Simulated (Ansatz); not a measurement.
# ZnS: the cost of one run

Program: Ansatz 0.2.0. Level of theory: DFT PBEsol, scalar-relativistic, plane waves, PAW. These are calculated values, not measurements.

3 further runs of the same task are left out: 3 set aside as unsound or not needed.

**1. The starting structure**

The structure is hexagonal, space group P6_3mc (No. 186). Conventional cell: a = 3.782 Å, b = 3.782 Å, c = 6.209 Å, α = 90.00°, β = 90.00°, γ = 120.00°. Zn (site symmetry 3m) is surrounded by 4 S at 2.32 Å. S (site symmetry 3m) is surrounded by 4 Zn at 2.32 Å.

Coordinates:

```cif
data_structure
_symmetry_space_group_name_H-M 'P6_3mc'
_symmetry_Int_Tables_number 186
_cell_length_a 3.7816
_cell_length_b 3.7816
_cell_length_c 6.2090
_cell_angle_alpha 90.000
_cell_angle_beta 90.000
_cell_angle_gamma 120.000
_cell_volume 76.89
loop_
_atom_site_label
_atom_site_type_symbol
_atom_site_symmetry_multiplicity
_atom_site_Wyckoff_symbol
_atom_site_fract_x
_atom_site_fract_y
_atom_site_fract_z
_atom_site_occupancy
Zn1 Zn 2 b 0.33333 0.66667 0.00544 1
S1 S 2 b 0.33333 0.66667 0.37956 1
```

It is the result of an earlier relaxation at this level (volume 19.22 Å³/atom; gap on the mesh: 2.15 eV).

The bulk reference comes from a run made before at the same settings: -2083.7177 eV/atom.

**2. Cutting the (110) slab**

Miller indices refer to the conventional cell of the relaxed bulk, P6_3mc (No. 186): a = 3.782 Å, b = 3.782 Å, c = 6.209 Å, α = 90.00°, β = 90.00°, γ = 120.00°.

Cut from the relaxed bulk: a (110) slab, 9.5 Å thick as cut, with 15 Å of vacuum; its outer planes are ZnS (top) and ZnS (bottom).

The slab as cut. Its planes from the bottom up:

| plane | atoms per cell | height over the lowest (Å) |
| --- | --- | --- |
| 1 | Zn2S2 | 0.00 |
| 2 | Zn2S2 | 1.89 |
| 3 | Zn2S2 | 3.78 |
| 4 | Zn2S2 | 5.67 |
| 5 | Zn2S2 | 7.56 |
| 6 | Zn2S2 | 9.45 |

**3. The slab as cut, atoms at the bulk's places**

The cell repeats along c, and a dipole correction in the vacuum removes the field between the copies.

Input file input.yaml:

```yaml
crystal:
  lattice:
    - [6.2089941899, 0.0, 0.0]
    - [0.0, 6.5498704943, 0.0]
    - [0.0, 0.0, 24.4539237327]
  atoms:
    - { symbol: Zn, position: [0.9945566707, 0.1666666667, 0.3066992472] }
    - { symbol: Zn, position: [0.4945566707, 0.8333333333, 0.3066992472] }
    - { symbol: S, position: [0.6204433293, 0.1666666667, 0.3066992472] }
    - { symbol: S, position: [0.1204433293, 0.8333333333, 0.3066992472] }
    - { symbol: Zn, position: [0.9945566707, 0.6666666667, 0.3840195483] }
    - { symbol: Zn, position: [0.4945566707, 0.3333333333, 0.3840195483] }
    - { symbol: S, position: [0.6204433293, 0.6666666667, 0.3840195483] }
    - { symbol: S, position: [0.1204433293, 0.3333333333, 0.3840195483] }
    - { symbol: Zn, position: [0.9945566707, 0.1666666667, 0.4613398494] }
    - { symbol: Zn, position: [0.4945566707, 0.8333333333, 0.4613398494] }
    - { symbol: S, position: [0.6204433293, 0.1666666667, 0.4613398494] }
    - { symbol: S, position: [0.1204433293, 0.8333333333, 0.4613398494] }
    - { symbol: Zn, position: [0.9945566707, 0.6666666667, 0.5386601506] }
    - { symbol: Zn, position: [0.4945566707, 0.3333333333, 0.5386601506] }
    - { symbol: S, position: [0.6204433293, 0.6666666667, 0.5386601506] }
    - { symbol: S, position: [0.1204433293, 0.3333333333, 0.5386601506] }
    - { symbol: Zn, position: [0.9945566707, 0.1666666667, 0.6159804517] }
    - { symbol: Zn, position: [0.4945566707, 0.8333333333, 0.6159804517] }
    - { symbol: S, position: [0.6204433293, 0.1666666667, 0.6159804517] }
    - { symbol: S, position: [0.1204433293, 0.8333333333, 0.6159804517] }
    - { symbol: Zn, position: [0.9945566707, 0.6666666667, 0.6933007528] }
    - { symbol: Zn, position: [0.4945566707, 0.3333333333, 0.6933007528] }
    - { symbol: S, position: [0.6204433293, 0.6666666667, 0.6933007528] }
    - { symbol: S, position: [0.1204433293, 0.3333333333, 0.6933007528] }
basis:
  ecutwfc: 420
kpoints:
  mp_grid: { grid: [5, 4, 1] }
hamiltonian:
  xc: pbesol
scf:
  occupations: { method: gaussian, width: 0.05 }
output:
  forces: true
  stress: true
  eigenvalues: true
  write_density: true
  write_potential: true
  elf: true
  volumetric_format: npy
efield:
  axis: 3
  dipole_correction: true
  ramp_width: 0.04
```

The run is started by

```console
ansatz run input.yaml --threads 2 --pin off --max-ram 5120MiB --backend cpu --events-out ev --progress --plain --runs-dir out
```

What time and memory should one allow on 2 threads of Intel Xeon 6975P-C (Granite Rapids), shared host?

About 50 s, with a peak of 2.1 GiB.
